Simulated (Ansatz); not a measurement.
**Al₃Cu₂: how the ratio of density to wavefunction cutoff moves the results**

Computed with DFT r2SCAN, scalar-relativistic, plane waves, PAW (Ansatz 0.2.0).

```
Al Cu
1.0
     4.09195    0.00000    0.00000
    -2.04598    3.54373    0.00000
     0.00000    0.00000    4.99278
Al Cu
3 2
Direct
  0.00000 0.00000 0.00000
  0.33333 0.66667 0.34993
  0.66667 0.33333 0.65007
  0.33333 0.66667 0.83951
  0.66667 0.33333 0.16049
```

| Property | Result |
| --- | --- |
| plane-wave cutoff | 500 eV |
| Γ-centred k-mesh | 12×12×8 |
| occupation rule | Gaussian smearing, 0.1 eV |
| spin treatment | unpolarised |
| valence charge of the PAW sets | Al 3, Cu 19 |

The atoms stay fixed while the ratio of density to wavefunction cutoff is varied. ΔE is the energy extrapolated to zero smearing, less that of the reference run (9). The cell isn't necessarily relaxed at this level. Pressure is positive in compression.

```json
{"ratio": "2", "ΔE (meV/atom)": "-0.91", "P (GPa)": "0.57", "largest change of a force component (eV/Å)": "0.002"}
{"ratio": "3", "ΔE (meV/atom)": "-0.01", "P (GPa)": "0.50", "largest change of a force component (eV/Å)": "0.000"}
{"ratio": "9", "ΔE (meV/atom)": "0.00", "P (GPa)": "0.50", "largest change of a force component (eV/Å)": "0.000"}
```

Cost: 3 runs of about 4.3 core-minutes in all, on Intel Xeon Processor @ 2.50GHz (Skylake/Cascade Lake) (shared hosts).